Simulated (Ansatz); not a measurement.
## What a change of settings does to a run on C

The structure comes from a relaxation in the same program, started in the bcc type. Whether it is a known phase or the ground state wasn't checked. The listed cell was then made from it by scaling, straining or moving an atom.

First run: DFT, PBE, all-electron LAPW, scalar-relativistic (Ansatz 0.2.0).

Command: `ansatz run input.yaml --threads 1 --pin off --max-ram 2048MiB --backend cpu --events-out ev --progress --plain --runs-dir out` The run took about 14 s on 1 thread of a shared machine.

```yaml
crystal:
  lattice:
    - [-1.2077519662, 1.2077519662, 1.1840705551]
    - [1.2077519662, -1.2077519662, 1.1840705551]
    - [1.160389144, 1.160389144, -1.1840705551]
  atoms:
    - { symbol: C, position: [0.0, 0.0, 0.0] }
kpoints:
  mp_grid: { grid: [16, 16, 16] }
scf:
  occupations: { method: fermi_dirac, width: 0.03 }
hamiltonian:
  xc: pbe
  pseudopotentials: { kind: all_electron, lapw: { basis_error: 0.00025 } }
output:
  forces: true
  stress: true
  eigenvalues: true
```

Result: converged; pressure 0.90 GPa; no gap on the k mesh; 4 SCF iterations.

The input is then changed:

```diff
@@ -10,6 +10,7 @@
 scf:
   occupations: { method: fermi_dirac, width: 0.03 }
+  convergence: { dr2_threshold: 0.0001 }
 hamiltonian:
-  xc: pbe
+  xc: lda
   pseudopotentials: { kind: all_electron, lapw: { basis_error: 0.00025 } }
 output:
```

Q: What does the second run give?

A: It converged; pressure -10.76 GPa; no gap on the k mesh; 4 SCF iterations. Some of these settings are too coarse for converged properties.

The results part of its log:

```
SCF 1 converged in 4 iterations: F = -1024.592380 eV  dr2 = 2.10e-9
SCF converged after 4 iterations
Free energy (F): -1024.592380 eV
Harris-Foulkes:  -1024.592380 eV  (|F-HF|=1.41e-10)
Internal energy: -1024.591126 eV  (E = F + TS)
E sigma→0 (E₀):  -1024.591753 eV
Entropy (-TS):   -0.001254 eV (-1.254 meV/atom)
Fermi energy:    11.716240 eV
--- Per-component energies (eV) ---
  E_band       = -489.409541
  E_kinetic    = 1017.300648
  E_xc         = -135.330865
  E_electrostatic = -1906.560908  (all electrons and nuclei)
  E_smearing   = -0.001254  (= −TS)
  E_closure    = 0.000000  (closes the sum)
  E_atoms      = -1018.810448  (free atoms, spherical and without spin; not in F)
  Σ components = -1024.592380   (vs F -1024.592380, Δ=0.00e0)
  Basis errors (estimates in eV, not in F): energy 5.2e-5 per atom: plane waves 5.2e-5 (2.8e-5 summed), levels above the bands 0.0e0, relativity 5.5e-10, radial functions 8.3e-7, core shells 0.0e0; eigenvalues (radial functions only) 1.2e-3; not estimated: angular momenta, meshes, grids; target (lapw.basis_error) 2.5e-4; muffin-tin radii C 1.012 Å
--- Forces (eV/Å), atoms counted from 1 ---
  atom   1  C      0.00000000     0.00000000     0.00000000
  max |Σ_I F_I| component: 4.93e-32 eV/Å
--- Stress (GPa, compression-positive) ---
      -10.442118      -6.742765       0.000000
       -6.742765     -10.442118       0.000000
        0.000000       0.000000     -11.386887
  P = ⅓ Tr σ = -10.7570 GPa (-107.570 kbar)
--- Band table (eV; the first three rows and the last of 621) ---
  k-point 0: bands = ["-253.6285", "-7.8364", "20.2930", "20.7482", "21.1388", "44.2333", "44.7634"]
  k-point 1: bands = ["-253.6284", "-7.6545", "20.2555", "20.4762", "20.7551", "43.8609", "44.1134"]
  k-point 2: bands = ["-253.6284", "-7.1094", "19.6035", "19.7562", "20.1445", "41.0832", "41.7758"]
  k-point 620: bands = ["-253.6282", "9.8009", "10.1243", "10.5036", "12.6778", "23.6933", "23.7249"]
```
